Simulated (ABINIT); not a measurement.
# Nb (Im-3m) in ABINIT: notebook

One crystal, Nb, is run at these levels: PBE; tasks: equation of state.

Program: ABINIT 10.8.3 (patched build). These are calculated values, not measurements. Logs are shortened: lines on timing, memory, paths and dates and some standing lists are left out, and cuts for length are marked. The log counts tension as positive stress, the text compression.

**The experiment to reproduce.**

“Pressure effects on the electronic structure and superconductivity of (TaNb)0.67(HfZrTi)0.33 high entropy alloy”, 2019, arxiv:1910.08312 quotes, for a bulk crystal of Nb: bulk modulus 169 GPa.

The runs below are set against these values where they give the same quantity.

### Step 1. The structure

The structure is cubic, space group Im-3m (No. 229). The conventional cell has a = 3.328 Å, b = 3.328 Å, c = 3.328 Å, α = 90.00°, β = 90.00°, γ = 90.00°. Nb (site symmetry m-3m) has 8 Nb at 2.88 Å as nearest neighbours.

### Step 2. Equation of state, PBE

The input, run.abi:

```
ndtset 7
getwfk -1
scalecart1 3*0.9795861087
scalecart2 3*0.9864848297
scalecart3 3*0.9932883884
scalecart4 3*1.0000000000
scalecart5 3*1.0066227096
scalecart6 3*1.0131594038
scalecart7 3*1.0196128224

pp_dirpath "./"
pseudos "Nb.upf"

acell 5.4462775076 5.4462775076 5.4462775076
rprim
    -0.5773502692     0.5773502692     0.5773502692
     0.5773502692    -0.5773502692     0.5773502692
     0.5773502692     0.5773502692    -0.5773502692
ntypat 1
znucl 41
natom 1
typat 1
xred
     0.0000000000     0.0000000000     0.0000000000

ecut 41.0

kptopt 1
ngkpt 11 11 11
nshiftk 1
shiftk 0.0 0.0 0.0

ixc 11

nband 11
occopt 3
tsmear 0.05 eV

nstep 100
tolvrs 1.0e-10

iomode 3
prtwf 1
prtden 0
prteig 0
prtebands 0
```

Potentials or basis: Ansatz NC PBE.

Command:

```console
$ abinit run.abi > log 2>&1
```

run.abo:

```text
[... set-up lines left out ...]
 ETOT  1  -66.346645264411    -6.635E+01 1.373E-01 7.529E+01
 ETOT  2  -66.373280096888    -2.663E-02 1.090E-02 1.002E+01
 ETOT  3  -66.375089595663    -1.809E-03 2.907E-03 2.296E-03
 ETOT  4  -66.375090506535    -9.109E-07 5.429E-03 3.617E-05
 ETOT  5  -66.375090512151    -5.616E-09 2.159E-03 3.041E-07
 ETOT  6  -66.375090512197    -4.624E-11 2.006E-03 1.488E-10
 ETOT  7  -66.375090512196     1.364E-12 5.391E-04 3.770E-12

 At SCF step    7       vres2   =  3.77E-12 < tolvrs=  1.00E-10 =>converged.

 Cartesian components of stress tensor (hartree/bohr^3)
  sigma(1 1)= -3.13724532E-04  sigma(3 2)=  0.00000000E+00
  sigma(2 2)= -3.13724532E-04  sigma(3 1)=  0.00000000E+00
  sigma(3 3)= -3.13724532E-04  sigma(2 1)=  0.00000000E+00

--- !ResultsGS
iteration_state: {dtset: 1, }
comment   : Summary of ground state results
lattice_vectors:
- [ -3.0802201,   3.0802201,   3.0802201, ]
- [  3.0802201,  -3.0802201,   3.0802201, ]
- [  3.0802201,   3.0802201,  -3.0802201, ]
lattice_lengths: [   5.33510,    5.33510,    5.33510, ]
lattice_angles: [109.471, 109.471, 109.471, ] # degrees, (23, 13, 12)
lattice_volume:   1.1689751E+02
convergence: {deltae:  1.364E-12, res2:  3.770E-12, residm:  5.391E-04, diffor: null, }
etotal    :  -6.63750905E+01
entropy   :   0.00000000E+00
fermie    :   5.56665591E-01
cartesian_stress_tensor: # hartree/bohr^3
- [ -3.13724532E-04,   0.00000000E+00,   0.00000000E+00, ]
- [  0.00000000E+00,  -3.13724532E-04,   0.00000000E+00, ]
- [  0.00000000E+00,   0.00000000E+00,  -3.13724532E-04, ]
pressure_GPa:   9.2301E+00
xred      :
- [  0.0000E+00,   0.0000E+00,   0.0000E+00, Nb]
cartesian_forces: # hartree/bohr
- [ -0.00000000E+00,  -0.00000000E+00,  -0.00000000E+00, ]
force_length_stats: {min:   0.00000000E+00, max:   0.00000000E+00, mean:   0.00000000E+00, }
...

 Integrated electronic density in atomic spheres:
 ------------------------------------------------
 Atom  Sphere_radius  Integrated_density
    1        2.00000          9.47520944
================================================================================

 ----iterations are completed or convergence reached----

 Mean square residual over all n,k,spin=   10.224E-07; max=  53.911E-05
 reduced coordinates (array xred) for    1 atoms
       0.000000000000      0.000000000000      0.000000000000
 rms dE/dt=  0.0000E+00; max dE/dt=  0.0000E+00; dE/dt below (all hartree)
    1       0.000000000000      0.000000000000      0.000000000000

 cartesian coordinates (angstrom) at end:
    1      0.00000000000000     0.00000000000000     0.00000000000000

 cartesian forces (hartree/bohr) at end:
    1     -0.00000000000000    -0.00000000000000    -0.00000000000000
 frms,max,avg= 0.0000000E+00 0.0000000E+00   0.000E+00  0.000E+00  0.000E+00 h/b

 cartesian forces (eV/Angstrom) at end:
    1     -0.00000000000000    -0.00000000000000    -0.00000000000000
 frms,max,avg= 0.0000000E+00 0.0000000E+00   0.000E+00  0.000E+00  0.000E+00 e/A
 length scales=  5.446277507600  5.446277507600  5.446277507600 bohr
              =  2.882045939320  2.882045939320  2.882045939320 angstroms
 Fermi (or HOMO) energy (hartree) =   0.55667   Average Vxc (hartree)=  -0.47993
 Eigenvalues (hartree) for nkpt=  56  k points:
 kpt#   1, nband= 11, wtk=  0.00075, kpt=  0.0000  0.0000  0.0000 (reduced coord)
  -1.43682   -0.52638   -0.52638   -0.52638    0.33866    0.57088    0.57088    0.57088
   0.68262    0.68262    1.08117
      occupation numbers for kpt#   1
   2.00000    2.00000    2.00000    2.00000    2.00000    0.00087    0.00087    0.00087
   0.00000    0.00000    0.00000
 prteigrs : prtvol=0 or 1, do not print more k-points.
[... 834 lines left out ...]
 cartesian forces (hartree/bohr) at end:
    1     -0.00000000000000    -0.00000000000000    -0.00000000000000
 frms,max,avg= 0.0000000E+00 0.0000000E+00   0.000E+00  0.000E+00  0.000E+00 h/b

 cartesian forces (eV/Angstrom) at end:
    1     -0.00000000000000    -0.00000000000000    -0.00000000000000
 frms,max,avg= 0.0000000E+00 0.0000000E+00   0.000E+00  0.000E+00  0.000E+00 e/A
 length scales=  5.446277507600  5.446277507600  5.446277507600 bohr
              =  2.882045939320  2.882045939320  2.882045939320 angstroms
 Fermi (or HOMO) energy (hartree) =   0.48209   Average Vxc (hartree)=  -0.45582
 Eigenvalues (hartree) for nkpt=  56  k points:
 kpt#   1, nband= 11, wtk=  0.00075, kpt=  0.0000  0.0000  0.0000 (reduced coord)
  -1.51834   -0.61671   -0.61671   -0.61671    0.27163    0.49664    0.49664    0.49664
   0.59395    0.59395    0.99401
      occupation numbers for kpt#   1
   2.00000    2.00000    2.00000    2.00000    2.00000    0.00073    0.00073    0.00073
   0.00000    0.00000    0.00000
 prteigrs : prtvol=0 or 1, do not print more k-points.

--- !EnergyTerms
iteration_state     : {dtset: 7, }
comment             : Components of total free energy in Hartree
kinetic             :  1.80484513217702E+01
hartree             :  7.94034038656043E+00
xc                  : -1.68606500117283E+01
Ewald energy        : -4.79581256689927E+01
psp_core            :  1.53904642475879E+00
local_psp           : -3.68398782572901E+01
non_local_psp       :  7.75703173629828E+00
internal            : -6.63737840686234E+01
'-kT*entropy'       : -5.23153354316073E-04
total_energy        : -6.63743072219777E+01
total_energy_eV     : -1.80613691062664E+03
band_energy         : -4.70988092905917E+00
...

 Cartesian components of stress tensor (hartree/bohr^3)
  sigma(1 1)=  3.63197417E-04  sigma(3 2)=  0.00000000E+00
  sigma(2 2)=  3.63197417E-04  sigma(3 1)=  0.00000000E+00
  sigma(3 3)=  3.63197417E-04  sigma(2 1)=  0.00000000E+00

-Cartesian components of stress tensor (GPa)         [Pressure= -1.0686E+01 GPa]
- sigma(1 1)=  1.06856369E+01  sigma(3 2)=  0.00000000E+00
- sigma(2 2)=  1.06856369E+01  sigma(3 1)=  0.00000000E+00
- sigma(3 3)=  1.06856369E+01  sigma(2 1)=  0.00000000E+00

== END DATASET(S) ==============================================================
================================================================================

 -outvars: echo values of variables after computation  --------
            acell      5.4462775076E+00  5.4462775076E+00  5.4462775076E+00 Bohr
           etotal1    -6.6375090512E+01
           etotal2    -6.6375701340E+01
           etotal3    -6.6375982268E+01
           etotal4    -6.6375958615E+01
           etotal5    -6.6375656020E+01
           etotal6    -6.6375097830E+01
           etotal7    -6.6374307222E+01
            fcart1    -0.0000000000E+00 -0.0000000000E+00 -0.0000000000E+00
            fcart2     0.0000000000E+00  0.0000000000E+00  0.0000000000E+00
            fcart3     0.0000000000E+00  0.0000000000E+00  0.0000000000E+00
            fcart4    -0.0000000000E+00 -0.0000000000E+00 -0.0000000000E+00
            fcart5    -0.0000000000E+00 -0.0000000000E+00 -0.0000000000E+00
            fcart6    -0.0000000000E+00 -0.0000000000E+00 -0.0000000000E+00
            fcart7    -0.0000000000E+00 -0.0000000000E+00 -0.0000000000E+00
            rprim1    -5.6556430356E-01  5.6556430356E-01  5.6556430356E-01
                       5.6556430356E-01 -5.6556430356E-01  5.6556430356E-01
                       5.6556430356E-01  5.6556430356E-01 -5.6556430356E-01
            rprim2    -5.6954728199E-01  5.6954728199E-01  5.6954728199E-01
                       5.6954728199E-01 -5.6954728199E-01  5.6954728199E-01
                       5.6954728199E-01  5.6954728199E-01 -5.6954728199E-01
            rprim3    -5.7347531844E-01  5.7347531844E-01  5.7347531844E-01
                       5.7347531844E-01 -5.7347531844E-01  5.7347531844E-01
                       5.7347531844E-01  5.7347531844E-01 -5.7347531844E-01
            rprim4    -5.7735026920E-01  5.7735026920E-01  5.7735026920E-01
                       5.7735026920E-01 -5.7735026920E-01  5.7735026920E-01
                       5.7735026920E-01  5.7735026920E-01 -5.7735026920E-01
            rprim5    -5.8117389237E-01  5.8117389237E-01  5.8117389237E-01
                       5.8117389237E-01 -5.8117389237E-01  5.8117389237E-01
                       5.8117389237E-01  5.8117389237E-01 -5.8117389237E-01
            rprim6    -5.8494785453E-01  5.8494785453E-01  5.8494785453E-01
                       5.8494785453E-01 -5.8494785453E-01  5.8494785453E-01
                       5.8494785453E-01  5.8494785453E-01 -5.8494785453E-01
            rprim7    -5.8867373749E-01  5.8867373749E-01  5.8867373749E-01
                       5.8867373749E-01 -5.8867373749E-01  5.8867373749E-01
                       5.8867373749E-01  5.8867373749E-01 -5.8867373749E-01
           strten1    -3.1372453153E-04 -3.1372453153E-04 -3.1372453153E-04
                       0.0000000000E+00  0.0000000000E+00  0.0000000000E+00
           strten2    -1.7568596656E-04 -1.7568596656E-04 -1.7568596656E-04
                       0.0000000000E+00  0.0000000000E+00  0.0000000000E+00
           strten3    -4.8353314011E-05 -4.8353314011E-05 -4.8353314011E-05
                       0.0000000000E+00  0.0000000000E+00  0.0000000000E+00
           strten4     6.8931612095E-05  6.8931612095E-05  6.8931612095E-05
                       0.0000000000E+00  0.0000000000E+00  0.0000000000E+00
           strten5     1.7636123865E-04  1.7636123865E-04  1.7636123865E-04
                       0.0000000000E+00  0.0000000000E+00  0.0000000000E+00
           strten6     2.7428922257E-04  2.7428922257E-04  2.7428922257E-04
                       0.0000000000E+00  0.0000000000E+00  0.0000000000E+00
           strten7     3.6319741723E-04  3.6319741723E-04  3.6319741723E-04
                       0.0000000000E+00  0.0000000000E+00  0.0000000000E+00
 Calculation completed.
```

It took 2.1 min on 1 thread of Arm Neoverse V1, shared host; peak memory 0.11 GiB.

What came out:

| Item | Value |
| --- | --- |
| Equilibrium volume | 18.21 Å³/atom |
| Bulk modulus | 171 GPa |
| Pressure derivative of the bulk modulus | 3.3 |

Energy against volume, from the lowest point:
```
volume (Å³/atom)  energy (meV/atom)
          17.322              24.27
          17.691               7.64
          18.060               0.00
          18.428               0.64
          18.797               8.88
          19.165              24.07
          19.534              45.58
```

Caveat: pressures at fixed basis lie under the slope of the energies.

### Step 3. Equation of state, PBE

run.abi: that of step 2 with these lines changed.

```diff
@@ -11,3 +11,3 @@
 pp_dirpath "./"
-pseudos "Nb.upf"
+pseudos "41_Nb_13_1.5_1.7_pbe_n_v1.0.psp8"
 
@@ -25,3 +25,3 @@
 
-ecut 41.0
+ecut 30.0
```

Potentials or basis: SPMS NC PBE v1.0.

Command:

```console
$ abinit run.abi > log 2>&1
```

It took 84 s on 1 thread of Arm Neoverse V1, shared host; peak memory 0.1 GiB.

The run converged. Its results:

```
Equilibrium volume                      : 18.23 Å³/atom
Bulk modulus                            : 171 GPa
Pressure derivative of the bulk modulus : 3.3
```

Energy against volume, from the lowest point:
```csv
volume (Å³/atom),energy (meV/atom)
17.322,25.24
17.691,8.11
18.060,0.00
18.428,0.22
18.797,8.07
19.165,22.91
19.534,44.10
```

Caveat: pressures at fixed basis lie under the slope of the energies.

### Step 4. Equation of state, PBE

run.abi: that of step 3 with these lines changed.

```diff
@@ -11,3 +11,3 @@
 pp_dirpath "./"
-pseudos "41_Nb_13_1.5_1.7_pbe_n_v1.0.psp8"
+pseudos "Nb.GGA_PBE-JTH.xml"
 
@@ -25,3 +25,5 @@
 
-ecut 30.0
+ecut 16.0
+pawecutdg 32.0
+pawxcdev 0
 
@@ -39,3 +41,3 @@
 nstep 100
-tolvrs 1.0e-10
+tolvrs 1.0e-9
```

Potentials or basis: JTH PAW PBE v2.0.

Command:

```console
$ abinit run.abi > log 2>&1
```

It took 37 s on 1 thread of Arm Neoverse V1, shared host; peak memory 0.12 GiB.

The run converged. Its results:

```
Equilibrium volume                      : 18.21 Å³/atom
Bulk modulus                            : 171 GPa
Pressure derivative of the bulk modulus : 3.2
```

Energy against volume, from the lowest point:
```tsv
volume (Å³/atom)	energy (meV/atom)
17.322	24.06
17.691	7.52
18.060	0.00
18.428	0.71
18.797	9.03
19.165	24.38
19.534	46.04
```

Caveat: pressures at fixed basis lie under the slope of the energies.

### Step 5. Summary

| potentials or basis | cutoff (eV) | fine-grid cutoff | V0 of scaled cells (Å³/atom) | B0 (GPa) |
| --- | --- | --- | --- | --- |
| Ansatz NC PBE | 1116 | - | 18.21 | 171 |
| SPMS NC PBE v1.0 | 816 | - | 18.23 | 171 |
| JTH PAW PBE v2.0 | 435 | 870.764 eV | 18.21 | 171 |

Alike in all rows: task equation of state; level PBE; no spin polarisation; cell as given; k mesh 11 × 11 × 11; smearing fermi-dirac 0.05 eV.

Caveats: pressures at fixed basis lie under the slope of the energies.

Absolute energies hang on the potentials; compare differences alone.

### Step 6. Comparison with measurements

Step 2. Measured bulk modulus of Nb: 169 GPa (quoted in “Pressure effects on the electronic structure and superconductivity of (TaNb)0.67(HfZrTi)0.33 high entropy alloy”, 2019, arxiv:1910.08312). This calculation gives 171 GPa (+1.3 %). The fit is for a static lattice scaled at fixed shape and fixed fractional positions.

Step 3. A measured bulk modulus of Nb is 169 GPa (quoted in “Pressure effects on the electronic structure and superconductivity of (TaNb)0.67(HfZrTi)0.33 high entropy alloy”, 2019, arxiv:1910.08312); the calculated 171 GPa misses it by +1.4 %. The fit is for a static lattice scaled at fixed shape and fixed fractional positions.

Step 4. A measured bulk modulus of Nb is 169 GPa (quoted in “Pressure effects on the electronic structure and superconductivity of (TaNb)0.67(HfZrTi)0.33 high entropy alloy”, 2019, arxiv:1910.08312); the calculated 171 GPa misses it by +1.4 %. The fit is for a static lattice scaled at fixed shape and fixed fractional positions.
